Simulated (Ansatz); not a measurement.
## VGe2N4 monolayer in a perpendicular field

Aim: how the VGe2N4 monolayer screens a field along its normal, and what the field does to its bands. A positive field points along +c.

Calculated with Ansatz 0.2.0; plane-wave DFT, PBE-D3(BJ), Ansatz PAW.

## Step 1: The structure

The cell holds 7 atoms: 4 N, 2 Ge and 1 V. Cell: a = 3.020 Å, b = 3.020 Å, c = 45.176 Å, α = 90.0°, β = 90.0°, γ = 120.0°. Vacuum lies along c.

Coordinates:

```cif
data_structure
_symmetry_space_group_name_H-M 'P 1'
_symmetry_Int_Tables_number 1
_cell_length_a 3.0200
_cell_length_b 3.0200
_cell_length_c 45.1758
_cell_angle_alpha 90.000
_cell_angle_beta 90.000
_cell_angle_gamma 120.000
_cell_volume 356.82
loop_
_atom_site_label
_atom_site_type_symbol
_atom_site_fract_x
_atom_site_fract_y
_atom_site_fract_z
_atom_site_occupancy
N1 N 0.00000 0.00000 0.42169 1
Ge2 Ge 0.33333 0.66667 0.43470 1
N3 N 0.33333 0.66667 0.47543 1
V4 V 0.00000 0.00000 0.50000 1
N5 N 0.33333 0.66667 0.52457 1
Ge6 Ge 0.33333 0.66667 0.56530 1
N7 N 0.00000 0.00000 0.57831 1
```

## Step 2: Relaxation

The starting cell is a guess, so the in-plane lattice and the atoms are relaxed first, with the slab cut off from its images along the normal.

Contents of input.yaml:

```yaml
crystal:
  lattice:
    - [3.02, 0.0, 0.0]
    - [-1.51, 2.6153967194, 0.0]
    - [0.0, 0.0, 45.1757585684]
  atoms:
    - { symbol: "N", position: [0.0, 0.0, 0.4216863336] }
    - { symbol: Ge, position: [0.3333333333, 0.6666666667, 0.4346969425] }
    - { symbol: "N", position: [0.3333333333, 0.6666666667, 0.4754267511] }
    - { symbol: V, position: [0.0, 0.0, 0.5], spin: 1.0 }
    - { symbol: "N", position: [0.3333333333, 0.6666666667, 0.5245732489] }
    - { symbol: Ge, position: [0.3333333333, 0.6666666667, 0.5653030575] }
    - { symbol: "N", position: [0.0, 0.0, 0.5783136664] }
  periodic: [true, true, false]
magnetization:
  spin_polarized: true
kpoints:
  mp_grid: { grid: [12, 12, 1] }
hamiltonian:
  xc: pbe
  dispersion: d3bj
scf:
  occupations: { method: fermi_dirac, width: 0.05 }
  convergence: { dr2_threshold: 1.0e-09 }
relax:
  f_tol: 0.004
  max_steps: 90
  cell: {}
output:
  write_potential: true
  write_density: true
  volumetric_format: npy
```

Run with:

```bash
ansatz run input.yaml --threads 4 --pin off --max-ram 6144MiB --backend cpu --events-out ev --progress --plain --runs-dir out
```

Numbers of over 12 decimals in the logs are rounded to 6 here.

The log of the run:

```text
Warning: relax.cell: scf.convergence.dr2_threshold = 1e-9 eV is looser than the 2.40070075109e-10 eV advised for a relaxation that steers and ends on the stress (1e-10 eV for each atom of the cell: 7, times the square of relax.cell.stress_2d_tol = 0.05 N/m over 17.1 Å (the atoms' height at the walk's start and 5 Å past either face), 2.928e-2 GPa, over a crystal's default 0.05). What an SCF threshold leaves in a stress goes as its square root, and in the free energy as the threshold itself, and one threshold admits the most on a small cell: [figures from the program's tests cut] Set scf.convergence.dr2_threshold to 2.40070075109e-10 eV or tighter. [rest of the remark cut]
Engine: ansatz 0.2.0, x86_64-unknown-linux-gnu
Pseudopotentials: kind: paw
Pseudopotential: N, paw, valence charge 5, recommended cutoff 420 eV (normal), N.paw.azcp
Pseudopotential: Ge, paw, valence charge 14, recommended cutoff 420 eV (normal), Ge.paw.azcp
Pseudopotential: V, paw, valence charge 13, recommended cutoff 420 eV (normal), V.paw.azcp
Functional definition: PBE
  parameter kappa = 0.804
  parameter beta = 0.066725
  exchange = pbe_x(kappa = kappa, mu = beta*pi^2/3)
  correlation = pbe_c(beta = beta)
Crystal: 7 atoms, lattice volume = 356.821 Å³
Basis set: ecut = 420 eV, 6859 PW (Γ), exchange–correlation on 48×48×640 points (8 copies of the dense FFT grid, shifted against one another)
Bands: 38, of which v1, the nominal top of the filled ones, is band 31 counted from 1 (30 counted from 0)
Symmetry: 12 space group operations
Space group: P-6m2 (ITA 187), of the structure as read, at distance tolerance 7.1e-5 Å
Magnetic group: BNS 187.209 (UNI 1439), of the structure as read, at distance tolerance 7.1e-5 Å
k-points: 19 of 144 (time reversal used)
Non-local potential: N, projectors of the file, l = 0: 2, l = 1: 2, l = 2: 1
Non-local potential: Ge, projectors of the file, l = 0: 2, l = 1: 2, l = 2: 3, l = 3: 1
Non-local potential: V, projectors of the file, l = 0: 3, l = 1: 2, l = 2: 3, l = 3: 1
PAW form: soft (Blöchl's): semilocal exchange-correlation on the pseudo side does not see the compensation charge
PAW one-centre angular grid: N, 110 points (default); XC on 64 Gauss nodes
PAW one-centre angular grid: Ge, 590 points (default); XC on 64 Gauss nodes
PAW one-centre angular grid: V, 590 points (default); XC on 64 Gauss nodes
Initial density: superposition of atomic densities (neutral atoms: chi_scale 0, normalization atom)
Starting moments: Σ|m| = 1 μB on 1 of 7 sites
Initial wavefunctions: pseudopotential atomic-orbital guess
Functional: x = pbe(κ = 0.804, μ = 0.219515), c = pbe(β = 0.066725)
SCF iter   1: F=—  HF=-13049.983768 eV  |F-HF|=—  |Δ(HF+E_count)|=         —  Δρ=4.46e-2 (↑4.46e-2 ↓4.31e-2)  dr2=3.09e1  dr2_m=5.77e-2  M=0.857 μB ∫|m|=0.949 μB  β_m=0.30  ethr=3.10e-3  ⟨swp⟩=14.0  Hψ=9641  notcnv=0
Mixer restart at iter 1: flushing history
preconditioner: auto → LDOS  [metal: Δε(μ)=0.085 eV  Ē_g=16.930 eV  σ=0.050 eV  W_gap=0.36  n_scr=28 (ndim 8)  ℏωp=14.3 eV  f_vac=0.764  D(μ)=1.55/eV (n_scr^D=12)]
spin=Collinear: LDOS preconditioning applied to the charge; magnetization (m = ρ↑ − ρ↓) channel mixes plain (no charge-response kernel on spin).
SCF iter   2: F=—  HF=-13042.214796 eV  |F-HF|=—  |Δ(HF+E_count)|=    7.77e0  Δρ=1.63e-2 (↑1.61e-2 ↓1.63e-2)  dr2=3.92e0  dr2_m=2.24e-2  M=0.884 μB ∫|m|=1.007 μB  β_m=0.37  ethr=3.10e-3  ⟨swp⟩=4.5  Hψ=4146  notcnv=0  defer=57
preconditioner: auto → Resta (q_TF=auto, 2.033 Å⁻¹)  ε∞=1.7  [insulator: Δε(μ)=0.116 eV  Ē_g=17.329 eV  σ=0.050 eV  W_gap=0.51  n_scr=28 (ndim 8)  ℏωp=14.3 eV  f_vac=0.768  D(μ)=1.38/eV (n_scr^D=12)  ε∞_Penn≈1.7  vacuum switching on, ρ_ref=2.2e-2 e/Å³]
spin=Collinear: Resta preconditioning applied to the charge; magnetization (m = ρ↑ − ρ↓) channel mixes plain (no charge-response kernel on spin).
SCF iter   3: F=—  HF=-13041.152088 eV  |F-HF|=—  |Δ(HF+E_count)|=    1.06e0  Δρ=7.91e-3 (↑7.91e-3 ↓7.37e-3)  dr2=3.41e-1  dr2_m=1.25e-2  M=0.897 μB ∫|m|=1.058 μB  β_m=0.43  ethr=3.10e-3  ⟨swp⟩=3.0  Hψ=3249  notcnv=0  defer=57
SCF iter   4: F=—  HF=-13041.288673 eV  |F-HF|=—  |Δ(HF+E_count)|=   1.37e-1  Δρ=4.01e-3 (↑3.84e-3 ↓4.01e-3)  dr2=8.80e-2  dr2_m=4.86e-3  M=0.914 μB ∫|m|=1.079 μB  β_m=0.61  ethr=5.59e-4  ⟨swp⟩=3.3  Hψ=2998  notcnv=0  defer=57
SCF iter   5: F=—  HF=-13041.351551 eV  |F-HF|=—  |Δ(HF+E_count)|=         —  Δρ=1.63e-3 (↑1.63e-3 ↓1.36e-3)  dr2=3.15e-2  dr2_m=3.94e-3  M=0.975 μB ∫|m|=1.180 μB  β_m=0.61  ethr=1.44e-4  ⟨swp⟩=3.7  Hψ=3253  notcnv=0  defer=57
SCF iter   6: F=—  HF=-13041.356757 eV  |F-HF|=—  |Δ(HF+E_count)|=   5.21e-3  Δρ=1.31e-3 (↑1.31e-3 ↓1.21e-3)  dr2=5.35e-2  dr2_m=8.13e-4  M=0.972 μB ∫|m|=1.188 μB  β_m=0.46  ethr=5.16e-5  ⟨swp⟩=3.6  Hψ=3398  notcnv=0  defer=57
SCF iter   7: F=—  HF=-13041.348691 eV  |F-HF|=—  |Δ(HF+E_count)|=   8.07e-3  Δρ=5.68e-4 (↑5.68e-4 ↓4.22e-4)  dr2=2.44e-3  dr2_m=5.64e-4  M=0.977 μB ∫|m|=1.194 μB  β_m=0.73  ethr=5.16e-5  ⟨swp⟩=2.3  Hψ=2016  notcnv=0  defer=57
SCF iter   8: F=—  HF=-13041.348776 eV  |F-HF|=—  |Δ(HF+E_count)|=   8.47e-5  Δρ=1.74e-4 (↑1.59e-4 ↓1.74e-4)  dr2=4.10e-5  dr2_m=7.16e-5  M=0.982 μB ∫|m|=1.210 μB  β_m=0.68  ethr=4.00e-6  ⟨swp⟩=3.2  Hψ=2854  notcnv=0  defer=57
SCF iter   9: F=—  HF=-13041.348689 eV  |F-HF|=—  |Δ(HF+E_count)|=   8.72e-5  Δρ=7.09e-5 (↑4.34e-5 ↓7.09e-5)  dr2=1.56e-5  dr2_m=7.71e-6  M=0.983 μB ∫|m|=1.214 μB  β_m=0.84  ethr=6.73e-8  ⟨swp⟩=3.7  Hψ=3518  notcnv=0  defer=57
SCF iter  10: F=—  HF=-13041.348691 eV  |F-HF|=—  |Δ(HF+E_count)|=   2.05e-6  Δρ=1.59e-5 (↑1.59e-5 ↓1.19e-5)  dr2=3.24e-6  dr2_m=6.37e-8  M=0.984 μB ∫|m|=1.217 μB  β_m=0.75  ethr=2.55e-8  ⟨swp⟩=3.5  Hψ=3353  notcnv=0  defer=57
SCF iter  11: F=—  HF=-13041.348690 eV  |F-HF|=—  |Δ(HF+E_count)|=   6.39e-7  Δρ=6.02e-6 (↑6.02e-6 ↓3.87e-6)  dr2=3.63e-7  dr2_m=2.57e-8  M=0.984 μB ∫|m|=1.217 μB  β_m=0.69  ethr=5.31e-9  ⟨swp⟩=2.8  Hψ=2808  notcnv=0  defer=57
SCF iter  12: F=—  HF=-13041.348690 eV  |F-HF|=—  |Δ(HF+E_count)|=   2.93e-8  Δρ=2.94e-6 (↑2.94e-6 ↓2.25e-6)  dr2=6.05e-8  dr2_m=6.62e-9  M=0.984 μB ∫|m|=1.217 μB  β_m=0.72  ethr=5.95e-10  ⟨swp⟩=3.8  Hψ=3575  notcnv=0  defer=57
SCF iter  13: F=—  HF=-13041.348690 eV  |F-HF|=—  |Δ(HF+E_count)|=   1.98e-9  Δρ=6.84e-7 (↑5.77e-7 ↓6.84e-7)  dr2=2.82e-9  dr2_m=7.39e-10  M=0.984 μB ∫|m|=1.217 μB  β_m=0.74  ethr=9.91e-11  ⟨swp⟩=3.0  Hψ=2890  notcnv=0  defer=57
SCF iter  14: F=—  HF=-13041.348690 eV  |F-HF|=—  |Δ(HF+E_count)|=  4.91e-10  Δρ=3.09e-7 (↑3.09e-7 ↓1.98e-7)  dr2=8.84e-10  dr2_m=5.54e-11  M=0.984 μB ∫|m|=1.217 μB  β_m=0.70  ethr=4.63e-12  ⟨swp⟩=3.2  Hψ=2968  notcnv=0  defer=57
[...]
relax step   7: F+E_penalty+E_count = -13041.45160782 eV  Δ(F+E_penalty+E_count) = +4.981e-3 eV  max|allowed force component| = 8.720e-4 eV/Å  Δτ_max = 0.0000 Å  P = -0.119 N/m  Ω = 348.555 Å³  fix = [c, alpha, beta]  reactions: c -0.000 N/m  stress off target by 1.19e-1 N/m on what of the cell is left free  SCF on the basis re-selected at this cell (its energy is not comparable with the rows above)  (8 SCF iters)
[...]
relax step   8: F+E_penalty+E_count = -13041.45172180 eV  Δ(F+E_penalty+E_count) = -1.140e-4 eV  max|allowed force component| = 1.048e-3 eV/Å  Δτ_max = 0.0005 Å  P = -0.006 N/m  Ω = 348.408 Å³  energy of the carried Pulay correction = +1.016e-4 eV  fix = [c, alpha, beta]  reactions: c -0.000 N/m  (8 SCF iters, accepted)
iter 1 solved again at ethr=8.09e-8 eV; its pass at ethr=3.10e-3 eV (dr2=4.93e-5 eV) is discarded
SCF iter   1: F=—  HF=-13041.451610 eV  |F-HF|=—  |Δ(HF+E_count)|=         —  Δρ=5.54e-7 (↑5.54e-7 ↓5.09e-7)  dr2=1.79e-9  dr2_m=6.06e-11  M=0.967 μB ∫|m|=1.191 μB  β_m=0.65  ethr=8.09e-8  ⟨swp⟩=7.0  Hψ=16607  notcnv=0
eigensolver tolerance schedule: the retry pair's looser diagonalisation over-reported the residual by 27545.93 of it (diagonalisation noise at 2.55 of the residual, at the tolerance the schedule requests for it); recorded, not acted on — ethr = c·dr2/N_el stays at c = 1.0e-1
preconditioner: auto → Resta (q_TF=auto, 2.041 Å⁻¹)  ε∞=1.7  [insulator: Δε(μ)=0.196 eV  Ē_g=17.151 eV  σ=0.050 eV  W_gap=0.63  n_scr=28 (ndim 8)  ℏωp=14.5 eV  f_vac=0.768  D(μ)=0.56/eV (n_scr^D=6)  ε∞_Penn≈1.7  vacuum switching on, ρ_ref=2.1e-2 e/Å³]
spin=Collinear: Resta preconditioning applied to the charge; magnetization (m = ρ↑ − ρ↓) channel mixes plain (no charge-response kernel on spin).
SCF iter   2: F=—  HF=-13041.451665 eV  |F-HF|=—  |Δ(HF+E_count)|=   5.51e-5  Δρ=5.33e-7 (↑5.33e-7 ↓4.90e-7)  dr2=3.34e-9  dr2_m=2.85e-11  M=0.967 μB ∫|m|=1.191 μB  β_m=0.30  ethr=2.94e-12  ⟨swp⟩=6.2  Hψ=6173  notcnv=0
SCF iter   3: F=—  HF=-13041.451665 eV  |F-HF|=—  |Δ(HF+E_count)|=   1.96e-9  Δρ=2.93e-7 (↑2.93e-7 ↓2.64e-7)  dr2=4.00e-10  dr2_m=1.10e-11  M=0.967 μB ∫|m|=1.191 μB  β_m=0.65  ethr=2.94e-12  ⟨swp⟩=2.3  Hψ=2466  notcnv=0
SCF iter   4: F=—  HF=-13041.451665 eV  |F-HF|=—  |Δ(HF+E_count)|=  3.09e-11  Δρ=1.44e-7 (↑1.41e-7 ↓1.44e-7)  dr2=5.49e-10  dr2_m=1.05e-12  M=0.967 μB ∫|m|=1.191 μB  β_m=0.56  ethr=1.00e-12  ⟨swp⟩=3.2  Hψ=3156  notcnv=0
SCF iter   5: F=—  HF=-13041.451665 eV  |F-HF|=—  |Δ(HF+E_count)|=  5.46e-12  Δρ=8.84e-8 (↑8.84e-8 ↓7.71e-8)  dr2=5.69e-11  dr2_m=7.40e-13  M=0.967 μB ∫|m|=1.191 μB  β_m=0.64  ethr=1.00e-12  ⟨swp⟩=3.6  Hψ=2965  notcnv=0
SCF iter   6: F=-13041.451665 eV  HF=-13041.451665 eV  |F-HF|=2.58e-10  |Δ(HF+E_count)|=  3.38e-10  Δρ=1.17e-7 (↑1.17e-7 ↓1.02e-7)  dr2=3.02e-10  dr2_m=6.35e-13  M=0.967 μB ∫|m|=1.191 μB  ethr=1.00e-12  ⟨swp⟩=12.9  Hψ=10356  notcnv=0
SCF 9 converged in 6 iterations: F = -13041.451665 eV  dr2 = 3.02e-10
relax step   9: F+E_penalty+E_count = -13041.45166492 eV  Δ(F+E_penalty+E_count) = +5.689e-5 eV  max|allowed force component| = 1.042e-3 eV/Å  Δτ_max = 0.0000 Å  P = -0.007 N/m  Ω = 348.408 Å³  fix = [c, alpha, beta]  reactions: c -0.000 N/m  stress off target by 7.10e-3 N/m on what of the cell is left free  SCF on the basis re-selected at this cell (its energy is not comparable with the rows above)  (6 SCF iters)
basis re-selected at this cell: Δ(F+E_penalty+E_count) = +5.689e-5 eV, ΔP = -0.001 N/m vs the last step (what re-selecting the basis moved, of the pressure what is left beyond the Pulay correction that the steps carried, after the strain that the cell walked since its last selection, with what the two solves' SCF thresholds leave and, on support functions, any second-order correction that the steps lacked; it is no m [...]
WARN: The output density's exchange-correlation potential varies sharply where the density is thin. Do not read a vacuum level from v_tot or v_xc, or from such a field of the output density. On a cell that repeats whose density bears no net charge and no dipole along the vacuum's axis use v_es (v_loc + v_h of the components); under efield.dipole_correction with no amplitude use v_es + v_field, which holds any externa [...]
SCF converged after 6 iterations
Magnetization: 0.9666 μB (30.9833 up, 30.0167 down)
Absolute magnetization: 1.1907 μB (∫|ρ↑−ρ↓|, with the PAW one-centre terms)
Spin contamination: 0.0156 ħ² per cell (⟨S²⟩ above its minimum at these occupations)
Per-site moments (μB) at R_I (Å): [(0.00301767, 0.759584), (0.00289304, 0.759584), (-0.048081, 0.774463), (0.756669, 0.850475), (-0.048081, 0.774463), (0.00289304, 0.759584), (0.00301767, 0.759584)]
Free energy (F): -13041.451665 eV
Harris-Foulkes:  -13041.451665 eV  (|F-HF|=2.58e-10)
Internal energy: -13041.446000 eV  (E = F + TS)
E sigma→0 (E₀):  -13041.448832 eV
Entropy (-TS):   -0.005665 eV (-0.809 meV/atom)
Fermi energy:    -5.837237 eV
--- Per-component energies (eV) ---
  E_band       = -1455.847101
  E_kinetic    = 1081.924989
  E_local      = -368587.899982  (includes V_loc(G=0)·N_el)
  E_nonlocal   = 981.488111
  E_hartree    = 183289.309059
  E_xc         = -521.788891
  E_vxc        = -600.330640  (∫ρ·V_xc dr)
  E_paw        = -5667.356154  (= ΣΔE_a)
  E_vpaw       = -909.646565  (= ΣTr[D̂ρ^β])
  E_aug_tail   = 0.001033  (compensation charges beyond the density's cutoff)
  E_ewald      = 176384.513943
  E_disp       = -1.638108  (pairwise vdW)
  E_smearing   = -0.005665  (= −TS)
  E_closure    = 0.000000  (closes the sum)
  Σ components = -13041.451665   (vs F -13041.451665, Δ=0.00e0)
--- Forces (eV/Å), atoms counted from 1 ---
  atom   1  N      0.00000000    -0.00000000     0.00078159
  atom   2  Ge     0.00000000     0.00000000    -0.00104216
  atom   3  N      0.00000000    -0.00000000     0.00014754
  atom   4  V      0.00000000    -0.00000000     0.00000000
  atom   5  N     -0.00000000    -0.00000000    -0.00014754
  atom   6  Ge    -0.00000000     0.00000000     0.00104216
  atom   7  N      0.00000000    -0.00000000    -0.00078159
  max |Σ_I F_I| component: 1.11e-15 eV/Å
--- 2D stress c σ (N/m, compression-positive) ---
       -0.007098      -0.000000       0.000000
        0.000000      -0.007098      -0.000000
        0.000000      -0.000000      -0.000000
  P = ½ c Tr σ = -0.0071 N/m
--- Band table (eV; the first three rows and the last of 38) ---
  k-point 0 ↑: bands = [... 27 lower, -7.7914, -7.7914, -7.2042, -5.8834, -3.5531, -3.5531, -3.5119, -3.3446, ... 3 higher]
  k-point 1 ↑: bands = [... 27 lower, -7.9769, -7.9003, -7.0634, -5.8729, -3.7647, -3.7638, -3.4259, -3.4259, ... 3 higher]
  k-point 2 ↑: bands = [... 27 lower, -8.2807, -8.1755, -7.1019, -6.1161, -3.9633, -3.8786, -3.6498, -3.1165, ... 3 higher]
  k-point 18 ↓: bands = [... 27 lower, -9.1194, -7.9404, -7.4335, -5.5278, -4.1610, -3.1096, -2.6963, -2.6390, ... 3 higher]
  the weakly bound empty levels are not read free of the cell's end (no_gap_told)
--- Relaxed structure (7 steps of the walk, 6 accepted, 2 SCFs on fresh bases) ---
  F+E_penalty+E_count = -13041.45166492 eV   max|allowed force component| = 1.042e-3 eV/Å   (the final SCF, on the basis selected at the relaxed cell)
  cell:  # Å, volume = 348.4078 Å³
    - [2.984186, 0, 0]
    - [-1.492093, 2.584381, 0]
    - [0, 0, 45.1757585684]
  atoms:
    - { symbol: N, position: [1.1320578794254276e-17, -5.1357255561990634e-17, 0.418987] }
    - { symbol: Ge, position: [0.333333, 0.666667, 0.433373] }
    - { symbol: N, position: [0.333333, 0.666667, 0.474933] }
    - { symbol: V, position: [1.0573552618554996e-17, -5.1357255561990634e-17, 0.5] }
    - { symbol: N, position: [0.333333, 0.666667, 0.525067] }
    - { symbol: Ge, position: [0.333333, 0.666667, 0.566627] }
    - { symbol: N, position: [9.826526442855692e-18, -5.1357255561990634e-17, 0.581013] }
```

The job ended after 98 s (4 threads of Intel Xeon Platinum 8488C (Sapphire Rapids), shared host; peak memory 1 GiB).

Step by step:

| step | energy less that of the first step (eV) | largest force component (eV/Å) | volume (Å³) |
| --- | --- | --- | --- |
| 1 | 0.0000 | 0.5269 | 356.82 |
| 2 | -0.0957 | 0.6595 | 347.11 |
| 3 | -0.1057 | 0.2698 | 348.49 |
| 4 | -0.1078 | 0.0113 | 348.60 |
| 5 | -0.1079 | 0.0133 | 348.56 |
| 6 | -0.1079 | 0.0004 | 348.55 |
| 7* | -0.1029 | 0.0009 | 348.55 |
| 8 | -0.1030 | 0.0010 | 348.41 |
| 9* | -0.1030 | 0.0010 | 348.41 |

Relaxation steps marked * repeat the geometry before them on a plane-wave basis chosen anew for their cell, so energy and pressure can jump there. Relaxation step 5 was tried and not accepted.

The run keeps the 12 symmetry operations that it works with, so distortions that break them were not tested.

| cell as run | before | after | change |
| --- | --- | --- | --- |
| a (Å) | 3.020 | 2.984 | -1.2 % |
| b (Å) | 3.020 | 2.984 | -1.2 % |

The atoms that moved most (Å, along periodic axes as changes of fractional coordinates times the final cell, across vacuum about the mean position):

| atom | dx | dy | dz | length |
| --- | --- | --- | --- | --- |
| N7 | 0.000 | 0.000 | 0.122 | 0.122 |
| N1 | 0.000 | 0.000 | -0.122 | 0.122 |
| Ge2 | 0.000 | 0.000 | -0.060 | 0.060 |
| Ge6 | 0.000 | 0.000 | 0.060 | 0.060 |
| N5 | 0.000 | 0.000 | 0.022 | 0.022 |
| N3 | 0.000 | 0.000 | -0.022 | 0.022 |

Final coordinates:

```cif
data_structure
_symmetry_space_group_name_H-M 'P 1'
_symmetry_Int_Tables_number 1
_cell_length_a 2.9842
_cell_length_b 2.9842
_cell_length_c 45.1758
_cell_angle_alpha 90.000
_cell_angle_beta 90.000
_cell_angle_gamma 120.000
_cell_volume 348.41
loop_
_atom_site_label
_atom_site_type_symbol
_atom_site_fract_x
_atom_site_fract_y
_atom_site_fract_z
_atom_site_occupancy
N1 N 0.00000 0.00000 0.41899 1
Ge2 Ge 0.33333 0.66667 0.43337 1
N3 N 0.33333 0.66667 0.47493 1
V4 V 0.00000 0.00000 0.50000 1
N5 N 0.33333 0.66667 0.52507 1
Ge6 Ge 0.33333 0.66667 0.56663 1
N7 N 0.00000 0.00000 0.58101 1
```

This step gave:

- energy at zero smearing: -13041.4488 eV
- total moment: 0.9666 μB
- site moments: 0.003018, 0.002893, -0.04808, 0.7567, -0.04808, 0.002893, 0.003018 μB

Site moment by atom:

| atom | site moment (μB) |
| --- | --- |
| N1 | 0.003 |
| Ge2 | 0.003 |
| N3 | -0.048 |
| V4 | 0.757 |
| N5 | -0.048 |
| Ge6 | 0.003 |
| N7 | 0.003 |

The lattice constant a goes from 3.020 to 2.984 Å.

(Part 1 of 3 ends here.)

[Logs are printed without paths, hosts, clocks, repeated set-up lines and the standing remarks that a program may print on its own settings, such as how far it seeks lower states.]

[Hosts, paths, dates, database ids (printed as entryN), source tags and the programs' standing remarks are cut or masked in the printed files.]

[Maps of the electrostatic potential energy from Ansatz leave out the sawtooth potential of an applied field or a dipole correction, so their vacuum need not be flat; planar profiles and work functions include it.]
